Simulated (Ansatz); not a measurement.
The geometry is COD entry 2300377, unchecked; take it as a test cell. The listed cell was then made from it by scaling, straining or moving an atom.

SiNi: DFT, LDA, all-electron PAW with datasets made for the crystal, scalar-relativistic (Ansatz 0.2.0). What sets it apart from a plain run of this crystal: equal xy, yz and zx engineering shear strains of -3 %.

Command: `ansatz run input.yaml --threads 1 --pin off --max-ram 6144MiB --backend cpu --events-out ev --progress --plain --runs-dir out` The run took 3.3 min on 1 thread of Intel(R) Xeon(R) Platinum 8488C (Sapphire Rapids) (shared host), peak memory 2.4 GiB.

```yaml
crystal:
  lattice:
    - [3.02662, -0.0453993, -0.0453993]
    - [-0.0491025, 3.2735, -0.0491025]
    - [-0.0704664, -0.0704664, 4.69776]
  atoms:
    - { symbol: Si, position: [0.5, 0.5, 0.8423] }
    - { symbol: Si, position: [0.0, 0.0, 0.1577] }
    - { symbol: Ni, position: [0.5, 0.5, 0.34422], spin: 1.5 }
    - { symbol: Ni, position: [0.0, 0.0, 0.65578], spin: 1.5 }
magnetization:
  spin_polarized: true
kpoints:
  mp_grid: { grid: [11, 10, 7] }
scf:
  occupations: { method: fermi_dirac, width: 0.05 }
hamiltonian:
  xc: lda
  pseudopotentials: { kind: all_electron, datasets: crystal }
output:
  forces: true
  stress: true
  eigenvalues: true
  efg: { contact_densities: true }
```

Output (standing set-up lines are left out):

```
hamiltonian.pseudopotentials.datasets: crystal makes datasets for this crystal and solves the spheres of its atoms anew in each pass: cutoff 320.0 eV, the density's 1280.0 eV; for an error of 0.50 meV an atom under PBE, 2.0 meV for the cell; an energy difference from a run of another recipe may be off by several times the error for the cell, under r2SCAN by more, where some 0.1 meV an atom stays at smaller errors; Si in spheres of 1.111 Å, 4 of its electrons in bands; Ni in spheres of 1.212 Å, 18 of its electrons in bands
Crystal: 4 atoms, lattice volume = 46.512 Å³
Basis set: ecut = 320 eV, 617 PW (Γ)
Symmetry: 2 space group operations
Space group: P-1 (ITA 2), of the structure as read, at distance tolerance 3.6e-5 Å
Magnetic group: BNS 2.4 (UNI 4), of the structure as read, at distance tolerance 3.6e-5 Å
k-points: 386 of 770
PAW one-centre angular grid: Si, 110 points (default); XC on its mesh's 1929 points in the sphere
iter 1 solved again at ethr=4.18e-5 eV; its pass at ethr=1.00e-1 eV (dr2=9.36e-2 eV) is discarded
SCF iter   1: F=—  HF=-98365.838578 eV  |F-HF|=—  |Δ(HF+E_count)|=         —  Δρ=7.23e-3 (↑7.23e-3 ↓7.23e-3)  dr2=1.84e-2  dr2_m=1.12e-11  M=0.000 μB ∫|m|=0.000 μB  β_m=0.30  ethr=4.18e-5  ⟨swp⟩=4.6  Hψ=183514  notcnv=0
preconditioner: auto → Kerker (q_TF=auto, 2.703 Å⁻¹)  [metal: Δε(μ)=0.004 eV  Ē_g=8.648 eV  σ=0.050 eV  W_gap=0.02  n_scr=16 (ndim 8)  ℏωp=28.8 eV  f_vac=0.006  D(μ)=1.38/eV (n_scr^D=8)]
spin=Collinear: Kerker preconditioning applied to the charge; magnetization (m = ρ↑ − ρ↓) channel mixes plain (no charge-response kernel on spin).
SCF iter   2: F=—  HF=-98365.767984 eV  |F-HF|=—  |Δ(HF+E_count)|=   7.06e-2  Δρ=1.52e-2 (↑1.52e-2 ↓1.52e-2)  dr2=3.18e-1  dr2_m=5.80e-12  M=0.000 μB ∫|m|=0.000 μB  β_m=0.35  ethr=4.17e-5  ⟨swp⟩=3.9  Hψ=64228  notcnv=0
SCF iter   3: F=—  HF=-98365.726883 eV  |F-HF|=—  |Δ(HF+E_count)|=   4.11e-2  Δρ=3.64e-3 (↑3.64e-3 ↓3.64e-3)  dr2=4.68e-3  dr2_m=2.88e-12  M=0.000 μB ∫|m|=0.000 μB  β_m=0.33  ethr=4.17e-5  ⟨swp⟩=3.0  Hψ=67202  notcnv=0
SCF iter   4: F=—  HF=-98365.691370 eV  |F-HF|=—  |Δ(HF+E_count)|=   3.55e-2  Δρ=1.01e-3 (↑1.01e-3 ↓1.01e-3)  dr2=5.92e-4  dr2_m=2.61e-13  M=0.000 μB ∫|m|=0.000 μB  β_m=0.69  ethr=1.06e-5  ⟨swp⟩=3.1  Hψ=57160  notcnv=0  defer=2
SCF iter   5: F=—  HF=-98365.699165 eV  |F-HF|=—  |Δ(HF+E_count)|=   7.79e-3  Δρ=1.29e-3 (↑1.29e-3 ↓1.29e-3)  dr2=2.86e-3  dr2_m=2.16e-14  M=-0.000 μB ∫|m|=0.000 μB  β_m=0.69  ethr=1.34e-6  ⟨swp⟩=3.1  Hψ=52420  notcnv=0  defer=6
SCF iter   6: F=—  HF=-98365.699146 eV  |F-HF|=—  |Δ(HF+E_count)|=   1.91e-5  Δρ=7.32e-4 (↑7.32e-4 ↓7.32e-4)  dr2=9.50e-4  dr2_m=1.07e-14  M=-0.000 μB ∫|m|=0.000 μB  β_m=0.85  ethr=1.34e-6  ⟨swp⟩=2.1  Hψ=39996  notcnv=0  defer=50
iter 7 solved again at ethr=3.29e-9 eV; its pass at ethr=1.34e-6 eV (dr2=1.45e-6 eV) is discarded
SCF iter   7: F=—  HF=-98365.699086 eV  |F-HF|=—  |Δ(HF+E_count)|=   5.98e-5  Δρ=3.74e-5 (↑3.74e-5 ↓3.74e-5)  dr2=1.51e-6  dr2_m=4.40e-16  M=-0.000 μB ∫|m|=0.000 μB  β_m=0.85  ethr=3.29e-9  ⟨swp⟩=3.6  Hψ=99178  notcnv=0  defer=2
SCF iter   8: F=—  HF=-98365.699086 eV  |F-HF|=—  |Δ(HF+E_count)|=   9.23e-8  Δρ=1.51e-5 (↑1.51e-5 ↓1.51e-5)  dr2=3.47e-7  dr2_m=9.65e-17  M=-0.000 μB ∫|m|=0.000 μB  β_m=0.92  ethr=3.29e-9  ⟨swp⟩=3.0  Hψ=42602  notcnv=0
SCF iter   9: F=—  HF=-98365.699086 eV  |F-HF|=—  |Δ(HF+E_count)|=   1.07e-7  Δρ=8.31e-6 (↑8.31e-6 ↓8.31e-6)  dr2=1.47e-7  dr2_m=1.21e-18  M=-0.000 μB ∫|m|=0.000 μB  β_m=0.96  ethr=7.89e-10  ⟨swp⟩=3.0  Hψ=50736  notcnv=0
SCF iter  10: F=-98365.699086 eV  HF=-98365.699086 eV  |F-HF|=4.74e-9  |Δ(HF+E_count)|=   3.08e-8  Δρ=1.27e-6 (↑1.27e-6 ↓1.27e-6)  dr2=3.90e-9  dr2_m=2.41e-20  M=-0.000 μB ∫|m|=0.000 μB  ethr=3.34e-10  ⟨swp⟩=2.1  Hψ=39766  notcnv=0  defer=20
WARN: the starting moments were not kept: the SCF closed with an absolute magnetisation of 3.4e-10 μB, where they sum to 3 μB in size (2 sites). That is at most 0.1 of that sum. Measured as dr2_m measures the in/out step, that magnetisation stands 2.0e-20 eV from none, at or under the dr2_threshold of 1.0e-7 eV: it is no larger than a step whose dr2_m would equal this threshold. The system may hold no moment; this SCF shows only that its start led to no more than that. This SCF took its magnetisation from a saved state (the deck's checkpoint.read, a session's seed or a resume), or from the single point or search that the run made first, and not from the starting moments. Where the run's atoms have moved since that state, how it is taken is a key of its own (checkpoint.density_extrapolation: follow_atoms, where typed, takes the whole of its magnetisation to them with its atoms, but for some exceptions; the density_extrapolation keyword of a session's seed is the same key). To be rid of a resumed run's state, run its deck in a fresh run directory. To be rid of the state of a single point that the run made first, give starting moments in the input or, where a deck that gives them still makes one, type scf.lower_state_search: off. To try another start, run it without that state. A second SCF, from the converged charge density, with the starting moments and any scf.initial_density.shell_occupations laid on it anew, would have followed, and was not run: the deck does not ask for one (magnetization.retry_lost_moments is false, the default). To let it run, set magnetization.retry_lost_moments: true and run the deck again, where that key's refused combinations let it; where memory then withholds it, that run's warning says so.
SCF 1 converged in 10 iterations: F = -98365.699088 eV  dr2 = 3.90e-9
  Residual-converged pass: ⟨swp⟩=3.0  Hψ=42378  notcnv=0  max |occ|·‖R‖ = 6.0e-6 eV (tolerance 6.7e-6 eV)  dr2=3.22e-9  dr2_m=3.23e-20  dr2_onsite=2.46e-9  max |Δocc| = 6.7e-11
  greatest PAW one-centre occupation: 1.002 electrons in one spin orbital (limit 2), on the Ni atom at site 3 (counted from 0), in its partial waves of l = 0
SCF converged after 10 iterations
Magnetization: -0.0000 μB (22.0000 up, 22.0000 down)
Absolute magnetization: 0.0000 μB (∫|ρ↑−ρ↓|)
Spin contamination: -0.0134 ħ² per cell (⟨S²⟩ above its minimum at these occupations)
Per-site moments (μB) at R_I (Å): [(8.384387120101715e-12, 0.961004943253425), (8.384374879612671e-12, 0.961004943253425), (-7.716792959902383e-11, 0.961004943253425), (-7.716801961630335e-11, 0.961004943253425)]
Free energy (F): -98365.699088 eV
Harris-Foulkes:  -98365.699088 eV  (|F-HF|=4.74e-9)
Internal energy: -98365.687861 eV  (E = F + TS)
E sigma→0 (E₀):  -98365.693475 eV
Entropy (-TS):   -0.011227 eV (-2.807 meV/atom)
Past the cutoff: the bands carry plane waves up to 1.75 times it, of which those up to 1.5 times it add -0.000416 eV an atom, each by itself; the spheres take 0.000283 eV an atom off the energy for waves past 1.75 times it
By the cutoff:   a pressure is off by up to 0.009 GPa (1.2 times the spheres' own share and the shells' term, over an atom's volume, and 0.004 GPa: a bound that held against runs at twice the plane waves)
Past the cutoffs: a stress includes 0.0010 GPa for waves and charges beyond them, in addition to the slope of what the spheres take
In the spheres:  the bands' charges fall short by 2.2e-6 e at most (sound up to 1e-3)
Fermi energy:    16.513237 eV
--- Per-component energies (eV) ---
  The terms above E_closure are by the made datasets' own strengths, without shells solved beside the bands.
--- Forces (eV/Å), atoms counted from 1 ---
  atom   1  Si     0.00273622     0.01352203    -0.18098858
  atom   2  Si    -0.00273622    -0.01352203     0.18098858
  atom   3  Ni     0.07838640     0.03573529    -0.17576346
  atom   4  Ni    -0.07838640    -0.03573529     0.17576346
  max |Σ_I F_I| component: 0.00e0 eV/Å
--- Stress (GPa, compression-positive) ---
       -8.534966       3.462649       3.842133
        3.462649      -8.995488       3.778602
        3.842133       3.778602     -10.702263
  P = ⅓ Tr σ = -9.4109 GPa (-94.109 kbar)
--- PAW observables at the nuclei: V_zz in 10²¹ V/m², potentials from the cell's mean, atoms counted from 1 ---
  atom   1  Si V_zz =    -3.422341   η = 0.6516   by run symmetry: allowed
            electrostatic potential = -1363.551508 V   contact ρ = 12701.467104 e/Å³   contact ρ_s (e/Å³): all electrons -0.000000, valence -0.000000
  atom   2  Si V_zz =    -3.422341   η = 0.6516   by run symmetry: allowed
            electrostatic potential = -1363.551508 V   contact ρ = 12701.467104 e/Å³   contact ρ_s (e/Å³): all electrons -0.000000, valence -0.000000
  atom   3  Ni V_zz =    -1.578772   η = 0.4407   by run symmetry: allowed
            electrostatic potential = -3570.520612 V   contact ρ = 129765.011618 e/Å³   contact ρ_s (e/Å³): all electrons -0.000000, valence -0.000000
  atom   4  Ni V_zz =    -1.578772   η = 0.4407   by run symmetry: allowed
            electrostatic potential = -3570.520612 V   contact ρ = 129765.011618 e/Å³   contact ρ_s (e/Å³): all electrons -0.000000, valence -0.000000
--- Band table (eV; the first three rows and the last of 772) ---
  k-point 0 ↑: bands = ["-86.5782", "-86.5687", "-47.5257", "-47.4987", "-47.4166", "-47.3774", "-47.3407", "-47.3123", "2.7520", "8.4647", "10.1041", "12.4080", "12.9655", "13.5323", "13.6714", "13.8265", "13.9554", "13.9753", "14.2136", "14.5423", "14.6012", "15.4701", "17.3100", "19.4565", "21.6489", "21.8416"]
  k-point 1 ↑: bands = ["-86.5782", "-86.5687", "-47.5256", "-47.4988", "-47.4165", "-47.3775", "-47.3407", "-47.3123", "2.8629", "7.8177", "10.4937", "12.4471", "12.9367", "13.5338", "13.6742", "13.8070", "13.9158", "13.9465", "14.1427", "14.5331", "15.0364", "15.7914", "17.5430", "19.3677", "21.1898", "21.6156"]
  k-point 2 ↑: bands = ["-86.5782", "-86.5687", "-47.5254", "-47.4991", "-47.4165", "-47.3775", "-47.3407", "-47.3123", "3.1636", "6.7817", "10.9355", "12.5384", "12.8664", "13.5409", "13.6412", "13.6976", "13.8180", "13.9040", "14.0042", "14.5128", "16.3772", "16.5596", "18.1504", "19.1558", "20.0422", "21.3820"]
  k-point 385 ↓: bands = ["-86.5739", "-86.5717", "-47.5155", "-47.5109", "-47.4047", "-47.3902", "-47.3371", "-47.3344", "6.0664", "7.4698", "10.7915", "11.4432", "12.3640", "12.5777", "12.8806", "13.1820", "13.7269", "13.9096", "14.3215", "14.4727", "14.8897", "15.0635", "18.1623", "18.5909", "19.3061", "19.6957"]
```
